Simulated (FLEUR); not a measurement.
# CuO (P4/mmm) in FLEUR: notebook, part 2 of 2

FLEUR MaX-R8.1 (later development tree).

### 3 Equation of state, LDA, 10.54 Å³/atom (volume scaled by 0.94)

Changes to inp.xml since step 2:

```diff
@@ -6,3 +6,3 @@
    <calculationSetup>
-      <cutoffs Kmax="5.08" Gmax="15.7" GmaxXC="15.7" numbands="0"/>
+      <cutoffs Kmax="5.24" Gmax="16.2" GmaxXC="16.2" numbands="0"/>
       <scfLoop itmax="60" minDistance="0.00001" maxIterBroyd="15" imix="Anderson" alpha="0.05" precondParam="0.0" spinf="2.0" sdNocoIR="T"/>
@@ -24,3 +24,3 @@
       <xi:include xmlns:xi="http://www.w3.org/2001/XInclude" href="sym.xml"> </xi:include>
-      <bulkLattice scale="1.0">
+      <bulkLattice scale="0.9795861087">
          <bravaisMatrix>
@@ -34,3 +34,3 @@
       <species name="Copper (Cu)" element="Cu" atomicNumber="29">
-         <mtSphere radius="1.93" gridPoints="639" logIncrement="0.019"/>
+         <mtSphere radius="1.87" gridPoints="639" logIncrement="0.019"/>
          <atomicCutoffs lmax="8" lnonsphr="8"/>
@@ -49,3 +49,3 @@
       <species name="Oxygen (O)" element="O" atomicNumber="8">
-         <mtSphere radius="1.47" gridPoints="487" logIncrement="0.022"/>
+         <mtSphere radius="1.43" gridPoints="487" logIncrement="0.022"/>
          <atomicCutoffs lmax="8" lnonsphr="8"/>
```

Potentials or basis: all-electron, FLAPW.

The run is started by

```sh
inpgen -f crystal.txt -profile fastHighL
# inp.xml edited to the form shown
fleur_MPI
```

The log of the run:

```text
Welcome to FLEUR        (www.flapw.de)
      MaX-Release 8.1          (www.max-centre.eu)

 ========== k-point set info ==========
 Selected k-point list: default-1
 k-point list type: mesh
 7 x 7 x 7
 Number of k points: 40

 ------------Calculation Setup---------------------------
 Number of MPI-tasks      :            1
 Number of PE/node        :            1
 Number of OMP-threads    :            1
 Most efficient MPI parallelization for:
           1           2           4           5           8          10          20          40
 Additional eigenvalue parallelization possible
 Number of basis functions:         1266
 Approximate size of matrices (H+S) per k-point:         0.024 GB
 --------------------------------------------------------
 Iteration:     1   Distance:      47.71075016 me/bohr^3
 Iteration:     2   Distance:      36.34456734 me/bohr^3
 Iteration:     3   Distance:      15.10508546 me/bohr^3
 Iteration:     4   Distance:      13.36587972 me/bohr^3
 Iteration:     5   Distance:       6.41748907 me/bohr^3
 Iteration:     6   Distance:       4.78016618 me/bohr^3
 Iteration:     7   Distance:       3.10666556 me/bohr^3
 Iteration:     8   Distance:       1.65684977 me/bohr^3
 Iteration:     9   Distance:       1.36166544 me/bohr^3
 Iteration:    10   Distance:       0.74817082 me/bohr^3
[... 6 lines left out ...]
 Iteration:    17   Distance:       0.00896296 me/bohr^3
 Iteration:    18   Distance:       0.00645336 me/bohr^3
 Iteration:    19   Distance:       0.00141043 me/bohr^3
 Iteration:    20   Distance:       0.00087834 me/bohr^3
 Iteration:    21   Distance:       0.00038306 me/bohr^3
 Iteration:    22   Distance:       0.00019827 me/bohr^3
 Iteration:    23   Distance:       0.00006088 me/bohr^3
 Iteration:    24   Distance:       0.00001839 me/bohr^3
 Iteration:    25   Distance:       0.00001801 me/bohr^3
 Iteration:    26   Distance:       0.00000119 me/bohr^3

 ********************************************************************
 Run finished successfully
 Stop message:
   all done
 ********************************************************************
```

out.xml (last iteration):

```text
<iteration numberForCurrentRun="   26" overallNumber="   26">
         <energyParameters units="Htr">
            <atomicEP atomType="1" spin="1" branch="4s" branchLowest="-3.84" branchHighest="2.90" value="-0.0194821903"/>
            <atomicEP atomType="1" spin="1" branch="4p" branchLowest="-2.26" branchHighest="3.66" value="0.1172170683"/>
            <atomicEP atomType="1" spin="1" branch="3d" branchLowest="-9.99" branchHighest="0.34" value="0.1216846803"/>
            <atomicEP atomType="1" spin="1" branch="4f" branchLowest="-9.99" branchHighest="4.95" value="0.4354611184"/>
[... 177 lines left out ...]
            </atomTypeDependentContributions>
            <tkbTimesEntropy value="0.0010735640"/>
            <freeEnergy value="-5181.7779993171"/>
            <extrapolationTo0K value="-5181.7774625352"/>
         </totalEnergy>
         <densityConvergence units="me/bohr^3">
            <chargeDensity spin="1" distance="0.0000011860"/>
         </densityConvergence>
      </iteration>
```

It took 15 min on 1 thread of Arm Neoverse V1, shared host; peak memory 0.13 GiB.

What came out:

```yaml
Free_energy: -141003.3626 eV
Band_gap_on_the_k_mesh: none (metal or under the smearing width)
Valence_electrons_inside_the_program's_atomic_spheres: Cu 17.01, 16.99; O 4.58, 4.53 (radii Cu 1.87, O 1.43 bohr)
```

Caveat: an odd number of electrons without spin polarisation forces a metal; a magnetic or distorted state may lie lower; the run has no spin polarisation, though such a crystal can be magnetic; semilocal functionals often make such compounds metallic where correlation or magnetic order opens a gap, which also shifts bond lengths.

### 4 Equation of state, LDA, 10.77 Å³/atom (volume scaled by 0.96)

Changes to inp.xml since step 3:

```diff
@@ -24,3 +24,3 @@
       <xi:include xmlns:xi="http://www.w3.org/2001/XInclude" href="sym.xml"> </xi:include>
-      <bulkLattice scale="0.9795861087">
+      <bulkLattice scale="0.9864848297">
          <bravaisMatrix>
```

The run is started by

```sh
inpgen -f crystal.txt -profile fastHighL
# inp.xml edited to the form shown
fleur_MPI
```

It took 16 min on 1 thread of Arm Neoverse V1, shared host; peak memory 0.13 GiB.

Results (log left out):

* Free energy: -141003.3281 eV
* Band gap on the k mesh: none (metal or under the smearing width)
* Valence electrons inside the program's atomic spheres: Cu 17.00, 16.98; O 4.57, 4.52 (radii Cu 1.87, O 1.43 bohr)

Caveat: an odd number of electrons without spin polarisation forces a metal; a magnetic or distorted state may lie lower; the run has no spin polarisation, though such a crystal can be magnetic; semilocal functionals often make such compounds metallic where correlation or magnetic order opens a gap, which also shifts bond lengths.

### 5 Equation of state, LDA, 11.22 Å³/atom

Changes to inp.xml since step 4:

```diff
@@ -24,3 +24,3 @@
       <xi:include xmlns:xi="http://www.w3.org/2001/XInclude" href="sym.xml"> </xi:include>
-      <bulkLattice scale="0.9864848297">
+      <bulkLattice scale="1.0000000000">
          <bravaisMatrix>
```

The run is started by

```sh
inpgen -f crystal.txt -profile fastHighL
# inp.xml edited to the form shown
fleur_MPI
```

Run time: 17 min. Hardware: 1 thread of Arm Neoverse V1, shared host; peak memory 0.14 GiB.

It converged, with:

- Free energy: -141003.1804 eV
- Band gap on the k mesh: none (metal or under the smearing width)
- Valence electrons inside the program's atomic spheres: Cu 16.98, 16.95; O 4.54, 4.50 (radii Cu 1.87, O 1.43 bohr)

Caveat: an odd number of electrons without spin polarisation forces a metal; a magnetic or distorted state may lie lower; the run has no spin polarisation, though such a crystal can be magnetic; semilocal functionals often make such compounds metallic where correlation or magnetic order opens a gap, which also shifts bond lengths.

### 6 Equation of state, LDA, 11.67 Å³/atom (volume scaled by 1.04)

Changes to inp.xml since step 5:

```diff
@@ -24,3 +24,3 @@
       <xi:include xmlns:xi="http://www.w3.org/2001/XInclude" href="sym.xml"> </xi:include>
-      <bulkLattice scale="1.0000000000">
+      <bulkLattice scale="1.0131594038">
          <bravaisMatrix>
```

Potentials or basis: all-electron, FLAPW.

The run is started by

```sh
inpgen -f crystal.txt -profile fastHighL
# inp.xml edited to the form shown
fleur_MPI
```

It took 20 min on 1 thread of Arm Neoverse V1, shared host; peak memory 0.14 GiB.

The run converged. Its results:

| Quantity | Value |
| --- | --- |
| Free energy | -141002.9475 eV |
| Band gap on the k mesh | none (metal or under the smearing width) |
| Valence electrons inside the program's atomic spheres | Cu 16.96, 16.93; O 4.52, 4.48 (radii Cu 1.87, O 1.43 bohr) |

Caveat: an odd number of electrons without spin polarisation forces a metal; a magnetic or distorted state may lie lower; the run has no spin polarisation, though such a crystal can be magnetic; semilocal functionals often make such compounds metallic where correlation or magnetic order opens a gap, which also shifts bond lengths.

### 7 Equation of state, LDA, 11.89 Å³/atom (volume scaled by 1.06)

Changes to inp.xml since step 6:

```diff
@@ -24,3 +24,3 @@
       <xi:include xmlns:xi="http://www.w3.org/2001/XInclude" href="sym.xml"> </xi:include>
-      <bulkLattice scale="1.0131594038">
+      <bulkLattice scale="1.0196128224">
          <bravaisMatrix>
```

The run is started by

```sh
inpgen -f crystal.txt -profile fastHighL
# inp.xml edited to the form shown
fleur_MPI
```

Wall time 20 min (1 thread of Arm Neoverse V1, shared host); peak memory 0.14 GiB.

The run converged. Its results:

| Property | Result |
| --- | --- |
| Free energy | -141002.8047 eV |
| Band gap on the k mesh | none (metal or under the smearing width) |
| Valence electrons inside the program's atomic spheres | Cu 16.96, 16.92; O 4.51, 4.47 (radii Cu 1.87, O 1.43 bohr) |

Caveat: an odd number of electrons without spin polarisation forces a metal; a magnetic or distorted state may lie lower; the run has no spin polarisation, though such a crystal can be magnetic; semilocal functionals often make such compounds metallic where correlation or magnetic order opens a gap, which also shifts bond lengths.

### 8 Equation of state, LDA

This step only gathers the single runs of the series.

What came out:

```
Equilibrium volume                        : 10.40 Å³/atom (rough: see the caveat)
Bulk modulus at fixed shape and positions : 182 GPa (rough)
```

Energy against volume, from the lowest point:
| volume (Å³/atom) | energy (meV/atom) |
| --- | --- |
| 10.545 | 0.00 |
| 10.769 | 5.75 |
| 11.218 | 30.37 |
| 11.667 | 69.17 |
| 11.891 | 92.97 |

Caveat: the minimum lies outside the volumes run; the cell was scaled at fixed shape and fractional positions, which overstates the stiffness of a crystal with free parameters, most of all of layers and chains; the run has no spin polarisation, though such a crystal can be magnetic.
